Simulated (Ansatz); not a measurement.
## AlAs (F-43m): elasticity against pressure

```yaml
crystal:
  lattice:
    - [0.00000, 2.83733, 2.83733]
    - [2.83733, 0.00000, 2.83733]
    - [2.83733, 2.83733, 0.00000]
  atoms:
    - { symbol: Al, position: [0.00000, 0.00000, 0.00000] }
    - { symbol: As, position: [0.75000, 0.75000, 0.75000] }
```

This is the zero-pressure cell. At each pressure cell and atoms are relaxed in this structure, and the constants are slopes of the stress at strains of ±0.005 with relaxed ions (the coefficients that govern stability under load). Level: PBEsol, PAW on Ansatz 0.2.0's default frozen-core files (fitted under PBE), scalar-relativistic; k mesh 8×8×8, strains of ±0.005, fixed occupations, cutoff 420 eV. P is the pressure of the relaxed cell, less that of this one.

```tsv
P (GPa)	V/V₀	C11 (GPa)	C12 (GPa)	C44 (GPa)
0.00	1.0000	108.0	54.4	51.5
1.00	0.9867	111.9	58.8	52.0
2.00	0.9742	115.7	63.1	52.4
3.99	0.9515	123.0	71.5	52.8
6.98	0.9218	133.5	83.9	53.0
9.98	?	?	?	?
15.01	0.8596	159.1	115.6	51.1
```

Problem. Does the bulk modulus from the constants agree with the pressure-volume curve?

Solution. A third-order Birch-Murnaghan fit to the volumes shown (F against f, f = [(V₀/V)^(2/3) − 1]/2) gives B₀ = 72.3 GPa and B′ = 4.2. Its −V dP/dV stands beside (C11 + 2C12)/3:

| P (GPa) | from P(V) | from the constants |
| --- | --- | --- |
| 0.00 | 72.3 | 72.3 |
| 1.00 | 76.5 | 76.5 |
| 2.00 | 80.6 | 80.6 |
| 3.99 | 88.6 | 88.7 |
| 6.98 | 100.3 | 100.4 |
| 15.01 | 130.7 | 130.1 |

Problem. What are the pressure derivatives at zero pressure?

Solution. Slopes at V₀ of quadratic fits in −ln(V/V₀) through the first four rows shown, divided by B₀: dC11/dP = 4.0, dC12/dP = 4.4, dC44/dP = 0.6. The mean slopes up to 2.0 GPa are 3.9, 4.3, 0.4; curvature and scatter of the constants part the two. The combination (dC11/dP + 2 dC12/dP)/3 = 4.3 stands against B′.

Problem. Fill the row at 9.98 GPa.

Solution. Cubic fits in −ln(V/V₀) through all rows shown give C11 = 143.4, C12 = 95.9, C44 = 52.7 GPa. Computed: V/V₀ = 0.8962, C11 (GPa) = 143.4, C12 (GPa) = 95.9, C44 (GPa) = 52.7.

Problem. Does a shear stiffness soften?

Solution. C44 goes from 51.5 to 51.1 GPa, through a maximum of 53.0 near 7 GPa; (C11 − C12)/2 goes from 26.8 to 21.7 GPa. (C11 − C12)/2 softens under pressure, though the lattice stays mechanically stable over this range.

Keep in mind: no other phase was computed; many crystals of this kind change structure within this range, and rows or crossings beyond such a change describe a metastable lattice; frozen-core PAW files fitted under PBE, their cores solved anew for the functional of the run; constants at zero field, no piezoelectric stiffening; phonons weren't checked at these pressures.
